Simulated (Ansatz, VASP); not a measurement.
## One calculation of TaN, two programs

File INCAR:

```
PREC     = Accurate       # precision mode
ENCUT    = 520            # plane-wave cutoff, eV
EDIFF    = 1E-7           # SCF threshold, eV
ISMEAR   = -1             # smearing method
SIGMA    = 0.05           # smearing width, eV
LREAL    = F              # projectors in reciprocal space
LASPH    = T              # aspherical terms in the spheres
NELM     = 100            # most SCF steps
ALGO     = Normal         # electronic algorithm
ISIF     = 2              # what is computed and relaxed
LWAVE    = F              # write WAVECAR
LCHARG   = F              # write CHGCAR
GGA      = PE             # functional
NBANDS   = 24             # bands
```

Contents of KPOINTS:

```
regular mesh
0
Gamma
  10 10 5
```

The input POSCAR:

```
TaN
1.0
    2.8621252862      0.0000000000      0.0000000000
   -1.4310626431      2.4786732066      0.0000000000
    0.0000000000      0.0000000000      5.7957359060
Ta N
2 2
Direct
    0.0000000000      0.0000000000      0.5000000000
    0.0000000000      0.0000000000      0.0000000000
    0.3333333333      0.6666666667      0.2500000000
    0.6666666667      0.3333333333      0.7500000000
```

input.yaml

```yaml
crystal:
  lattice:
    - [2.8621252862, 0.0, 0.0]
    - [-1.4310626431, 2.4786732066, 0.0]
    - [0.0, 0.0, 5.795735906]
  atoms:
    - { symbol: Ta, position: [0.0, 0.0, 0.5] }
    - { symbol: Ta, position: [0.0, 0.0, 0.0] }
    - { symbol: "N", position: [0.3333333333, 0.6666666667, 0.25] }
    - { symbol: "N", position: [0.6666666667, 0.3333333333, 0.75] }
hamiltonian:
  xc: pbe
  pseudopotentials: { kind: paw }
kpoints:
  mp_grid: { grid: [10, 10, 5] }
scf:
  occupations: { method: fermi_dirac, width: 0.05 }
output:
  forces: true
  stress: true
  eigenvalues: true
```

Change from the starting cell: volume scaled by 0.94.

Alike in both runs: task single point; functional PBE; k mesh 10 × 10 × 5; occupations fermi-dirac, width 0.05 eV; no spin polarisation.

|  | VASP | Ansatz |
| --- | --- | --- |
| version | VASP 6.6.1 | Ansatz 0.2.0 |
| potentials or method | VASP PAW PBE potentials, release 64 (Ta_pv, N) | Ansatz PAW |
| plane-wave cutoff (eV) | 520 | 420 |
| valence electrons in the cell | 32 | 36 |

```csv
,VASP,Ansatz,Ansatz less VASP
gap on the k mesh at the Fermi level (eV),none,none,-
pressure (GPa),22.8,21.9,-0.95
largest component of the traceless stress (GPa),2.36,2.29,-0.063
```

A gap of «none» marks a metal or a gap that the smearing closes. The two sets of potentials don't hold the same shells in valence.

Caveats: the pressure holds a Pulay correction of +0.5 GPa for the finite cutoff (Ansatz). Spin-orbit coupling is left out, which matters for the levels of Ta.
